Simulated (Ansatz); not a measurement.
## Au in Ansatz: convergence with k mesh

Crystal: Au.

```
CELL_PARAMETERS angstrom
2.80732 -0.04335 -0.00085
-0.04335 2.66350 -0.02410
-0.00085 -0.02410 2.77744
ATOMIC_POSITIONS crystal
Au 0.48942 0.48341 0.48985
```

The cell isn't the ideal one: cell strained at random at fixed volume.

- Program: Ansatz 0.2.0
- Task: convergence study
- Functional: PBE
- Potentials or basis: PseudoDojo standard (PBE files)
- Cutoff: 1034 eV
- Density cutoff: 4136 eV
- k mesh: 3 × 3 × 3
- Occupations: fermi-dirac, width 0.1 eV
- Spin: no spin polarisation

These are the settings of the first run; the series varies k mesh, with any setting tied to it.

Hardware: 2 threads of Arm Neoverse V1, on a shared host.

Task: The values tried are 3 × 3 × 3, 4 × 4 × 4, 5 × 5 × 5, 5 × 6 × 6, 7 × 7 × 7, 8 × 9 × 9, 11 × 11 × 11, 13 × 14 × 13, 15 × 16 × 16, loosest first. From which on does the pressure stay within 0.1 GPa of the tightest run that finished?

Result: From 8 × 9 × 9 on.

| k mesh | energy less the tightest run, at zero smearing (meV/atom) | pressure (GPa) | SCF cycles | CPU time (s) | peak memory (GiB) |
| --- | --- | --- | --- | --- | --- |
| 3 × 3 × 3 | 487.80 | 4.54 | 6 | 0.99 | 0.24 |
| 4 × 4 × 4 | -140.65 | -1.52 | 7 | 2.5 | 0.27 |
| 5 × 5 × 5 | 150.50 | 1.60 | 6 | 3.6 | 0.3 |
| 5 × 6 × 6 | 4.19 | 0.26 | 7 | 5.9 | 0.31 |
| 7 × 7 × 7 | 24.68 | 0.29 | 7 | 11 | 0.36 |
| 8 × 9 × 9 | -6.51 | 0.42 | 6 | 18 | 0.45 |
| 11 × 11 × 11 | -3.30 | 0.40 | 6 | 35 | 0.66 |
| 13 × 14 × 13 | -1.47 | 0.42 | 6 | 63 | 0.97 |
| 15 × 16 × 16 | 0.00 | 0.42 | 6 | 100 | 1.4 |

Not settled before the last step: the energy (to 1 meV/atom). Meshes of other sizes hit other points, so gaps and Fermi surfaces needn't settle smoothly. The tightest run that finished is the yardstick and may itself not be fully converged.

The run has no spin-orbit coupling, so splittings on Au are missing.
